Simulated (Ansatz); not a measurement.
# InSe (P-6m2) in Ansatz: single point with PBE

Aim: the single point of InSe with PBE.

Everything below comes from runs of Ansatz 0.2.0. Logs are shortened: lines on timing, memory, paths and dates and some standing lists are left out, and cuts for length are marked.

## Step 1: The structure

The structure is hexagonal, space group P-6m2 (No. 187). Conventional cell: a = 4.047 Å, b = 4.047 Å, c = 18.052 Å, α = 90.00°, β = 90.00°, γ = 120.00°. In (site symmetry 3m) is surrounded by 3 Se at 2.65 Å and 1 In at 2.79 Å. Around In (site symmetry 3m) lie 3 Se at 2.65 Å and 1 In at 2.79 Å. Se (site symmetry 3m) is surrounded by 3 In at 2.65 Å. Se (site symmetry 3m) has 3 In at 2.65 Å as nearest neighbours.

Measurements of this composition are mostly on another form, of space group No. 160.

## Step 2: Single point, PBE

Contents of input.yaml:

```yaml
crystal:
  lattice:
    - [4.0473293151, 0.0, 0.0]
    - [-2.0236646576, 3.5050900044, 0.0]
    - [0.0, 0.0, 18.05206491]
  atoms:
    - { symbol: In, position: [0.3333333333, 0.6666666667, 0.07739049] }
    - { symbol: In, position: [0.3333333333, 0.6666666667, 0.92260951] }
    - { symbol: In, position: [0.0, 0.0, 0.42260632] }
    - { symbol: In, position: [0.0, 0.0, 0.57739368] }
    - { symbol: Se, position: [0.3333333333, 0.6666666667, 0.35298428] }
    - { symbol: Se, position: [0.3333333333, 0.6666666667, 0.64701572] }
    - { symbol: Se, position: [0.6666666667, 0.3333333333, 0.14699993] }
    - { symbol: Se, position: [0.6666666667, 0.3333333333, 0.85300007] }
hamiltonian:
  xc: pbe
  pseudopotentials: { kind: paw }
kpoints:
  mp_grid: { grid: [6, 6, 2] }
scf:
  occupations: { method: fermi_dirac, width: 0.05 }
output:
  forces: true
  stress: true
  eigenvalues: true
  write_density: true
  write_potential: true
  elf: true
  volumetric_format: npy
```

Potentials or basis: Ansatz PAW.

The run is started by

```console
> ansatz run input.yaml --threads 4 --pin off --max-ram 11264MiB --backend cpu --events-out ev --progress --plain --runs-dir out
```

Standard output:

```text
Warning: RAYON_NUM_THREADS=4 ignored (pool sized by the plan → 4); use --threads N
Engine: ansatz 0.2.0, x86_64-unknown-linux-gnu
Pseudopotentials: kind: paw
Pseudopotential: In, paw, valence charge 13, recommended cutoff 420 eV (normal), In.paw.azcp
Pseudopotential: Se, paw, valence charge 16, recommended cutoff 420 eV (normal), Se.paw.azcp
Functional definition: PBE
  parameter kappa = 0.804
  parameter beta = 0.06672455060314922
  exchange = pbe_x(kappa = kappa, mu = beta*pi^2/3)
  correlation = pbe_c(beta = beta)
Crystal: 8 atoms, lattice volume = 256.091 Å³
Basis set: ecut = 420 eV, 4981 PW (Γ), exchange–correlation on 60×60×250 points (8 copies of the dense FFT grid, shifted against one another)
Bands: 70, of which v1, the nominal top of the filled ones, is band 58 counted from 1 (57 counted from 0)
Symmetry: 12 space group operations
Space group: P-6m2 (ITA 187), of the structure as read, at distance tolerance 6.4e-5 Å
k-points: 14 of 72 (time reversal used)
Non-local potential: In, projectors of the file, l = 0: 2, l = 1: 2, l = 2: 2, l = 3: 2
Non-local potential: Se, projectors of the file, l = 0: 2, l = 1: 2, l = 2: 3, l = 3: 1
PAW form: soft (Blöchl's): semilocal exchange-correlation on the pseudo side does not see the compensation charge
PAW one-centre angular grid: In, 590 points (default); XC on 64 Gauss nodes
PAW one-centre angular grid: Se, 590 points (default); XC on 64 Gauss nodes
Initial density: superposition of atomic densities (neutral atoms: chi_scale 0, normalization atom), corrected by the library's trained network
Initial wavefunctions: pseudopotential atomic-orbital guess
Functional: x = pbe(κ = 0.804, μ = 0.2195149727645171), c = pbe(β = 0.06672455060314922)
SCF iter   1: F=—  HF=-44271.855438 eV  |F-HF|=—  |Δ(HF+E_count)|=         —  Δρ=1.61e-3  dr2=1.11e-2  ethr=1.77e-3  ⟨swp⟩=6.0  Hψ=3800  notcnv=0  defer=3
preconditioner: auto → Resta (q_TF=auto, 2.391 Å⁻¹)  ε∞=3.1  [insulator: Δε(μ)=0.724 eV  Ē_g=13.900 eV  σ=0.050 eV  W_gap=1.00  n_scr=66 (ndim 8)  ℏωp=20.2 eV  f_vac=0.164  D(μ)=0.00/eV (n_scr^D=0)  ε∞_Penn≈3.1]
SCF iter   2: F=—  HF=-44271.852697 eV  |F-HF|=—  |Δ(HF+E_count)|=   2.74e-3  Δρ=7.04e-4  dr2=1.43e-3  ethr=9.59e-6  ⟨swp⟩=2.0  Hψ=1645  notcnv=0  defer=28
SCF iter   3: F=—  HF=-44271.852902 eV  |F-HF|=—  |Δ(HF+E_count)|=   2.05e-4  Δρ=3.37e-4  dr2=3.47e-4  ethr=1.23e-6  ⟨swp⟩=2.7  Hψ=1461  notcnv=0  defer=28
SCF iter   4: F=—  HF=-44271.853080 eV  |F-HF|=—  |Δ(HF+E_count)|=   1.78e-4  Δρ=6.30e-5  dr2=1.39e-5  ethr=2.99e-7  ⟨swp⟩=2.0  Hψ=1148  notcnv=0  defer=28
SCF iter   5: F=—  HF=-44271.853071 eV  |F-HF|=—  |Δ(HF+E_count)|=   8.75e-6  Δρ=1.68e-5  dr2=1.29e-6  ethr=1.20e-8  ⟨swp⟩=2.0  Hψ=1379  notcnv=0  defer=28
SCF iter   6: F=—  HF=-44271.853073 eV  |F-HF|=—  |Δ(HF+E_count)|=   1.54e-6  Δρ=6.38e-6  dr2=1.56e-7  ethr=1.11e-9  ⟨swp⟩=2.0  Hψ=1709  notcnv=0  defer=28
SCF iter   7: F=-44271.853073 eV  HF=-44271.853073 eV  |F-HF|=1.05e-8  |Δ(HF+E_count)|=   8.14e-8  Δρ=2.12e-6  dr2=1.63e-8  ethr=8.62e-11  ⟨swp⟩=13.5  Hψ=6789  notcnv=0
SCF 1 converged in 7 iterations: F = -44271.853073 eV  dr2 = 1.63e-8
SCF converged after 7 iterations
Free energy (F): -44271.853073 eV
Harris-Foulkes:  -44271.853073 eV  (|F-HF|=1.05e-8)
Internal energy: -44271.853052 eV  (E = F + TS)
E sigma→0 (E₀):  -44271.853063 eV
Entropy (-TS):   -0.000020 eV (-0.003 meV/atom)
Fermi energy:    6.303805 eV
--- Per-component energies (eV) ---
  E_band       = -1946.997971
  E_kinetic    = 1444.516838
  E_local      = -16965.644879  (includes V_loc(G=0)·N_el)
  E_nonlocal   = -914.183749
  E_hartree    = 7807.536906
  E_xc         = -1276.858906
  E_vxc        = -788.148867  (∫ρ·V_xc dr)
  E_paw        = -24265.539674  (= ΣΔE_a)
  E_vpaw       = -338.611717  (= ΣTr[D̂ρ^β])
  E_aug_tail   = -0.002301  (compensation charges beyond the density's cutoff)
  E_ewald      = -10101.677288
  E_smearing   = -0.000020  (= −TS)
  E_closure    = 0.000000  (closes the sum)
  Σ components = -44271.853073   (vs F -44271.853073, Δ=0.00e0)
--- Forces (eV/Å), atoms counted from 1 ---
  atom   1  In    -0.00000000     0.00000000    -0.09612081
  atom   2  In    -0.00000000    -0.00000000     0.09612081
  atom   3  In    -0.00000000     0.00000000     0.09500894
  atom   4  In    -0.00000000     0.00000000    -0.09500894
  atom   5  Se     0.00000000    -0.00000000    -0.23734641
  atom   6  Se     0.00000000    -0.00000000     0.23734641
  atom   7  Se     0.00000000     0.00000000     0.23846578
  atom   8  Se     0.00000000     0.00000000    -0.23846578
  max |Σ_I F_I| component: 5.09e-17 eV/Å
--- Stress (GPa, compression-positive) ---
        1.458685      -0.000000       0.000000
        0.000000       1.458685       0.000000
        0.000000       0.000000       1.384096
  P = ⅓ Tr σ = 1.4338 GPa (14.338 kbar)
--- Band table (eV; the first three rows and the last of 14) ---
  k-point 0: bands = ["-41.2341", "-41.2341", "-41.2341", "-41.2341", "-41.2304", "-41.2304", "-41.2304", "-41.2304", "-41.1999", "-41.1999", "-41.1999", "-41.1999", "-41.1962", "-41.1962", "-41.1962", "-41.1962", "-41.1874", "-41.1874", "-41.1838", "-41.1838", "-8.5961", "-8.5933", "-8.4088", "-8.4088", "-8.4060", "-8.4060", "-8.3258", "-8.3258", "-8.3230", "-8.3230", "-8.3160", "-8.3160", "-8.3132", "-8.3132", "-8.1399", "-8.1399", "-8.1371", "-8.1371", "-8.1235", "-8.1200", "-7.1446", "-7.0704", "-7.0018", "-6.9243", "0.0783", "0.2229", "2.2380", "2.6857", "4.8604", "4.8604", "4.9068", "4.9068", "4.9370", "4.9370", "4.9856", "4.9856", "4.9874", "5.9297", "6.6578", "7.4404", "8.1765", "8.2208", "10.4075", "10.4075", "10.4373", "10.4373", "11.6627", "11.6627", "11.7105", "11.7105"]
  k-point 1: bands = ["-41.2341", "-41.2341", "-41.2341", "-41.2341", "-41.2304", "-41.2304", "-41.2304", "-41.2304", "-41.1999", "-41.1999", "-41.1999", "-41.1999", "-41.1962", "-41.1962", "-41.1962", "-41.1962", "-41.1874", "-41.1874", "-41.1838", "-41.1838", "-8.5961", "-8.5934", "-8.4088", "-8.4088", "-8.4060", "-8.4060", "-8.3258", "-8.3258", "-8.3230", "-8.3230", "-8.3160", "-8.3160", "-8.3132", "-8.3132", "-8.1400", "-8.1400", "-8.1371", "-8.1371", "-8.1232", "-8.1203", "-7.1181", "-7.1154", "-6.9552", "-6.9524", "0.1446", "0.1484", "2.4474", "2.4530", "4.8759", "4.8759", "4.8779", "4.8779", "4.9670", "4.9670", "4.9689", "4.9689", "5.3791", "5.3904", "7.1238", "7.1390", "8.2013", "8.2086", "10.4210", "10.4210", "10.4233", "10.4233", "11.6857", "11.6857", "11.6877", "11.6877"]
  k-point 2: bands = ["-41.2341", "-41.2341", "-41.2341", "-41.2341", "-41.2304", "-41.2304", "-41.2303", "-41.2303", "-41.1999", "-41.1999", "-41.1999", "-41.1999", "-41.1962", "-41.1962", "-41.1962", "-41.1962", "-41.1874", "-41.1874", "-41.1837", "-41.1837", "-8.5998", "-8.5970", "-8.4840", "-8.4805", "-8.4225", "-8.4186", "-8.4055", "-8.4028", "-8.3228", "-8.3200", "-8.3082", "-8.3054", "-8.3028", "-8.3000", "-8.1785", "-8.1755", "-8.1421", "-8.1392", "-8.0536", "-8.0507", "-6.8816", "-6.8142", "-6.7556", "-6.6849", "0.2089", "0.3055", "2.1862", "2.3424", "3.6137", "3.7631", "3.7998", "4.2206", "4.5455", "4.6108", "4.6559", "4.7254", "5.2506", "5.8044", "7.7858", "8.1438", "8.8240", "8.9421", "9.7779", "9.8571", "10.6384", "10.6785", "10.7340", "10.8731", "12.1396", "12.1962"]
  k-point 13: bands = ["-41.2340", "-41.2340", "-41.2340", "-41.2340", "-41.2303", "-41.2303", "-41.2303", "-41.2303", "-41.2000", "-41.2000", "-41.1999", "-41.1999", "-41.1963", "-41.1963", "-41.1963", "-41.1963", "-41.1873", "-41.1873", "-41.1836", "-41.1836", "-8.7097", "-8.7070", "-8.6179", "-8.6151", "-8.5332", "-8.5303", "-8.4266", "-8.4239", "-8.3164", "-8.3136", "-8.2787", "-8.2759", "-8.2681", "-8.2653", "-8.1738", "-8.1716", "-8.1710", "-8.1688", "-7.9751", "-7.9721", "-5.8457", "-5.8425", "-5.7813", "-5.7780", "0.0027", "0.0048", "0.7926", "0.7935", "2.3162", "2.3264", "2.6260", "2.6409", "3.6939", "3.7134", "4.0767", "4.1657", "4.3932", "4.4794", "8.0401", "8.0956", "8.5787", "8.6492", "9.4968", "9.6056", "10.5380", "10.7104", "11.8116", "11.8193", "12.7099", "12.7512"]
```

Wall time 5.2 s (4 threads of AMD EPYC 7R43 (Zen 3), shared host); peak memory 0.84 GiB.

Results:

```
Free energy            : -44271.8531 eV
Pressure               : 1.4 GPa
Largest force          : 0.238 eV/Å
Band gap on the k mesh : 0.73 eV, direct
```

Forces in eV/Å, atoms in the order of the input:
```
In   0.000  0.000 -0.096
In   0.000  0.000  0.096
In   0.000  0.000  0.095
In   0.000  0.000 -0.095
Se   0.000  0.000 -0.237
Se   0.000  0.000  0.237
Se   0.000  0.000  0.238
Se   0.000  0.000 -0.238
```

Levels at points of the mesh, in eV from the valence-band top:
```
             k point  band 55  band 56  band 57  band 58  band 59  band 60  band 61  band 62
  (0.00, 0.00, 0.00)    -0.94    -0.94    -0.94     0.00     0.73     1.51     2.25     2.29
 (0.00, 0.00, -0.50)    -0.96    -0.96    -0.55    -0.54     1.19     1.21     2.27     2.28
 (0.00, -0.50, 0.00)    -1.93    -1.86    -1.44    -1.32     1.72     1.73     1.95     1.95
(0.00, -0.50, -0.50)    -1.89    -1.89    -1.38    -1.34     1.63     1.71     1.94     2.08
```

Caveat: spin-orbit coupling is left out, which moves the levels of the heavy elements; this functional lacks dispersion, which binds the layers, so the pressure and a relaxed spacing across them are unreliable.
